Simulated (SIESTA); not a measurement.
## GaP under changes of volume

One of the cells (20.240 Å³/atom); the others are scaled copies at fixed shape and fractional positions:

```xyz
2
Lattice="0.0000 2.7252 2.7252 2.7252 0.0000 2.7252 2.7252 2.7252 0.0000" Properties=species:S:1:pos:R:3 pbc="T T T"
Ga    0.0000    0.0000    0.0000
P     4.0879    4.0879    4.0879
```

```yaml
Program: SIESTA 5.4.2
Functional: PW91
Potentials_or_basis: PseudoDojo 0.4 standard (PBE files)
Basis: DZP (energy shift 0.002 Ry; radii capped at 9.5 bohr)
Grid_cutoff: 800 Ry
Energy_shift: 0.002 Ry
k_mesh: 8 × 8 × 8
Occupations: fermi-dirac, width 0.05 eV
Spin: no spin polarisation
```

| volume (Å³/atom) | energy over the lowest point (meV/atom) | pressure (GPa) | gap on the mesh (eV) |
| --- | --- | --- | --- |
| 19.026 | 61.21 | 10.4 | 1.55 |
| 19.431 | 38.25 | 7.9 | 1.59 |
| 19.836 | 21.23 | 5.6 | 1.62 |
| 20.240 | 9.57 | 3.6 | 1.60 |
| 20.645 | ? | ? | ? |
| 21.050 | 0.00 | 0.4 | 1.47 |
| 21.455 | 0.88 | -1.0 | 1.37 |

What does the run at 20.645 Å³/atom give?

Energy over the lowest point 2.62 meV/atom; pressure 1.9 GPa; gap on the mesh 1.54 eV.

Worked out: A Birch-Murnaghan fit of order 3 (a polynomial in V^(-2/3)) to the other rows has its minimum at 21.14 Å³/atom with B0 = V·E''(V) = 74 GPa and B' = 5.4. It gives 2.70 meV/atom at 20.645 Å³/atom, against the run's 2.62, and -dE/dV = 1.9 GPa, against 1.9. A parabola through the other rows of the gap, of slope -3.2 eV per unit of ln V there, gives 1.55 eV, against the run's 1.54.

Energies are extrapolated to zero smearing.

Caveats: semicore shells carry a single zeta, which can move pressures by several GPa and volumes by a few percent; the potentials were made for another functional, which shifts forces and pressure; the basis of atomic orbitals isn't converged, which shifts pressures, moduli and gaps.

A mesh can miss the band edges. Spin-orbit coupling on Ga is left out.
